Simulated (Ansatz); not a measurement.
# TaS2 under changes of volume

One of the cells (18.984 Å³/atom); the others are scaled copies at fixed shape and fractional positions:

```
Ta S
1.0
     3.35000    0.00000    0.00000
    -1.67500    2.90119    0.00000
     0.00000    0.00000    5.86000
Ta S
1 2
Direct
  0.00000 0.00000 0.00000
  0.66667 0.33333 0.75000
  0.33333 0.66667 0.25000
```

* Program: Ansatz 0.2.0
* Functional: BLYP
* Potentials or basis: Ansatz PAW
* Cutoff: 420 eV (not typed: the program's choice for these potentials)
* k mesh: 9 × 9 × 5
* Occupations: fermi-dirac, width 0.05 eV
* Spin: no spin polarisation

```tsv
volume (Å³/atom)	energy over the lowest point (meV/atom)	pressure (GPa)	largest force (eV/Å)
17.845	?	?	?
18.225	164.97	22.8	2.238
18.605	115.71	18.9	1.844
18.984	75.36	15.3	1.477
19.364	43.10	12.0	1.135
19.744	18.21	9.1	0.816
20.123	0.00	6.4	0.518
```

What does the run at 17.845 Å³/atom give?

Energy over the lowest point 224.04 meV/atom; pressure 27.2 GPa; largest force 2.661 eV/Å.

Worked out: A Birch-Murnaghan fit of order 3 (a polynomial in V^(-2/3)) to the other rows has no minimum within the range. It gives 224.13 meV/atom at 17.845 Å³/atom, against the run's 224.04, and -dE/dV = 27.2 GPa, against 27.2.

Energies are extrapolated to zero smearing.

Caveats: this functional lacks dispersion, which binds the layers, so the pressure and a relaxed spacing across them are unreliable; the PAW data sets come from PBE, with cores solved anew for the run's functional, which leaves a small shift of forces and pressure; forces of over 1 eV/Å show positions far from the minimum, so gaps and moduli don't describe the material at rest (some runs).
